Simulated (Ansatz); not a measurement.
**SrO: a single-point run**

Wanted: a converged single-point run for SrO, and a check of what comes out. The structure is shown as the input types it. The cell is built on a prototype (CsCl type) and needn't be the phase found in nature.

Method: density functional or hybrid calculation with the settings of its input, plane waves (as first typed), in Ansatz 0.2.0.

2 further runs of the same task are left out: 2 that didn't finish.

### Step 1. The structure to begin with

The structure is cubic, space group Pm-3m (No. 221). The conventional cell has a = 3.103 Å, b = 3.103 Å, c = 3.103 Å, α = 90.00°, β = 90.00°, γ = 90.00°. Sr (site symmetry m-3m) has 8 O at 2.69 Å as nearest neighbours. O (site symmetry m-3m) has 8 Sr at 2.69 Å as nearest neighbours.

As a file:

```
CELL_PARAMETERS angstrom
3.10287 0.00000 0.00000
0.00000 3.10287 0.00000
0.00000 0.00000 3.10287
ATOMIC_POSITIONS crystal
Sr 0.00000 0.00000 0.00000
O 0.50000 0.50000 0.50000
```

### Step 2. The run

The input, input.yaml:

```yaml
crystal:
  lattice:
    - [3.1028650671, 0.0, 0.0]
    - [0.0, 3.1028650671, 0.0]
    - [0.0, 0.0, 3.1028650671]
  atoms:
    - { symbol: Sr, position: [0.0, 0.0, 0.0] }
    - { symbol: O, position: [0.5, 0.5, 0.5] }
kpoints:
  mp_grid: { grid: [6, 6, 6] }
hamiltonian:
  xc: pbe
scf:
  occupations: { method: gaussian, width: 1.5 }
  n_extra_bands: 4
output:
  forces: true
  stress: true
  eigenvalues: true
```

Command:

```bash
$ ansatz run input.yaml --threads 4 --pin off --max-ram 3686MiB --backend cpu --events-out ev --progress --plain --runs-dir out
```

Q: Will this input give a usable result? If not, why, and what should change?

The program finished normally. That alone doesn't make the input a sound one.

The suspect setting: scf.occupations.method is gaussian; scf.occupations.width is 1.5. The width is far wider than usual, so occupations near the Fermi level are blurred and the entropy term grows.

To check: delete scf.occupations.width (the default then holds) and set scf.occupations.method to fixed.
